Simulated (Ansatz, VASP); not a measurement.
**One calculation of Fe, two programs**

```
CELL_PARAMETERS angstrom
-1.37460 1.37460 1.37460
1.37460 -1.37460 1.37460
1.37460 1.37460 -1.37460
ATOMIC_POSITIONS crystal
Fe 0.00000 0.00000 0.00000
```

Alike in both runs: task single point; functional LDA; k mesh 16 × 16 × 16; occupations methfessel-paxton of order 1, width 0.1 eV; collinear spin.

```csv
,VASP,Ansatz
version,VASP 6.6.1,Ansatz 0.2.0
potentials or method,"VASP PAW LDA potentials, release 64 (Fe)","plane waves (420 eV) with PAW, scalar-relativistic"
plane-wave cutoff (eV),520,420
valence electrons in the cell,8,16
```

Ansatz gave:

```
pressure (GPa)                                                : 0.0
net moment per atom (μB)                                      : 1.97
size of the moment on the site where the two differ most (μB) : 1.97
```

Task: What did VASP give for the same quantities?

Result: Pressure (GPa): -1.1; net moment per atom (μB): 1.93; size of the moment on the site where the two differ most (μB): 1.90.

Site moments also hang on the region over which each program counts them. The two sets of potentials don't hold the same shells in valence. Ansatz warned: «pseudo_functional_mismatch».
